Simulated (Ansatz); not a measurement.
# Gd (bcc)

Level of theory: DFT, PBE, scalar-relativistic, collinear spin; plane waves to 420 eV with PAW datasets (Ansatz 0.2.0), Γ-centred 14×14×14 mesh, 0.05 eV Gaussian smearing; PAW files: Ansatz's generated set soft_2.

```yaml
crystal:
  lattice:
    - [-2.02325, 2.02325, 2.02325]
    - [2.02325, -2.02325, 2.02325]
    - [2.02325, 2.02325, -2.02325]
  atoms:
    - { symbol: Gd, position: [0.00000, 0.00000, 0.00000] }
```

At room temperature and ambient pressure Gd is hcp.

Magnetic state: ferromagnetic, site spin moments Gd 7.35 μB.

Task: Which orbitals carry the states at the Fermi level, and how many states are there?

Result: Within 0.1 eV of it: Gd 5d 76 %, Gd 4f 19 % (shares among the projected shells). The density of states at the Fermi level is about 2 states/eV per cell, averaged over 0.3 eV.

Density of states (tetrahedra, averaged over 0.5 eV; states/eV per cell of 1 atom; energy in eV from the Fermi level; projections on Löwdin-orthogonalised atomic orbitals, summed over sites):

| E | total | Gd 4f up | Gd 4f down | Gd 5d up | Gd 5d down | Gd 6s |
| --- | --- | --- | --- | --- | --- | --- |
| -5.10 | 0.0 | 0.0 | 0.0 | 0.0 | 0.0 | 0.0 |
| -4.60 | 14.0 | 14.0 | 0.0 | 0.0 | 0.0 | 0.0 |
| -4.10 | 0.1 | 0.0 | 0.0 | 0.0 | 0.0 | 0.1 |
| -3.60 | 0.1 | 0.0 | 0.0 | 0.0 | 0.0 | 0.1 |
| -3.10 | 0.2 | 0.0 | 0.0 | 0.0 | 0.0 | 0.2 |
| -2.60 | 0.4 | 0.0 | 0.0 | 0.1 | 0.0 | 0.2 |
| -2.10 | 0.6 | 0.0 | 0.0 | 0.3 | 0.0 | 0.2 |
| -1.60 | 1.0 | 0.0 | 0.0 | 0.5 | 0.2 | 0.2 |
| -1.10 | 1.0 | 0.0 | 0.0 | 0.4 | 0.4 | 0.2 |
| -0.60 | 1.3 | 0.0 | 0.1 | 0.5 | 0.6 | 0.1 |
| -0.10 | 1.9 | 0.0 | 0.3 | 1.2 | 0.4 | 0.1 |
| 0.40 | 14.0 | 0.0 | 12.1 | 0.9 | 0.6 | 0.1 |
| 0.90 | 2.4 | 0.0 | 1.0 | 0.5 | 0.7 | 0.0 |
| 1.40 | 1.5 | 0.0 | 0.3 | 0.2 | 0.9 | 0.1 |
| 1.90 | 1.1 | 0.0 | 0.1 | 0.3 | 0.6 | 0.1 |
| 2.40 | 0.9 | 0.0 | 0.0 | 0.5 | 0.3 | 0.0 |
| 2.90 | 0.8 | 0.0 | 0.0 | 0.6 | 0.2 | 0.0 |
| 3.40 | 1.2 | 0.0 | 0.0 | 0.7 | 0.4 | 0.0 |
| 3.90 | 1.8 | 0.0 | 0.0 | 1.1 | 0.5 | 0.1 |

Without a U the 4f levels of Gd lie too near the Fermi level, so their share of the states there, and what hangs on it, is overstated. These numbers lack spin–orbit coupling. Site moments are of spin, integrated over atomic spheres.
